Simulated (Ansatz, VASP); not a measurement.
# Two plane-wave programs on AlRu

```
Al Ru
1.0
     3.01141    0.00000    0.00000
     0.00000    3.01141    0.00000
     0.00000    0.00000    3.01141
Al Ru
1 1
Direct
  0.00000 0.00000 0.00000
  0.50000 0.50000 0.50000
```

Change from the starting cell: volume scaled by 1.02, ions relaxed.

Alike in both runs: functional PBE; k mesh 16 × 16 × 16; occupations fermi-dirac, width 0.05 eV; no spin polarisation.

Ansatz relaxed the structure, and its values are those at the end. VASP's run is a single point on that final structure, the one shown.

|  | VASP | Ansatz |
| --- | --- | --- |
| version | VASP 6.6.1 | Ansatz 0.2.0 |
| potentials or method | VASP PAW PBE potentials, release 64 (Al, Ru_pv) | plane-wave PAW, scalar-relativistic |
| plane-wave cutoff (eV) | 520 | 420 |
| valence electrons in the cell | 17 | 19 |

|  | VASP | Ansatz | Ansatz less VASP |
| --- | --- | --- | --- |
| pressure (GPa) | -1.5 | -1.5 | +0.04 |

The two sets of potentials don't hold the same shells in valence. Ansatz warned: «gradients_without_spin_orbit».
